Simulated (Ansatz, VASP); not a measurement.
One calculation of Na, two programs

```
CELL_PARAMETERS angstrom
-1.94151 1.94151 2.49468
1.94151 -1.94151 2.49468
1.94151 1.94151 -2.49468
ATOMIC_POSITIONS crystal
Na 0.00000 0.00000 0.00000
```

Alike in both runs: task single point; functional PBEsol; k mesh 20 × 20 × 20; occupations gaussian, width 0.15 eV; no spin polarisation.

```csv
,VASP,Ansatz
version,VASP 6.6.1,Ansatz 0.2.0
potentials or method,"VASP PAW PBE potentials, release 64 (Na_pv)","scalar-relativistic, plane waves, PAW"
plane-wave cutoff (eV),520,420
valence electrons in the cell,7,9
```

```tsv
	VASP	Ansatz	Ansatz less VASP
gap on the k mesh at the Fermi level (eV)	none	none	-
pressure (GPa)	-0.2	-0.2	-0.08
```

A gap of «none» marks a metal or a gap that the smearing closes. The two sets of potentials don't hold the same shells in valence.

Caveats: the PAW data sets were made with another functional, which shifts forces and pressure a little (VASP).
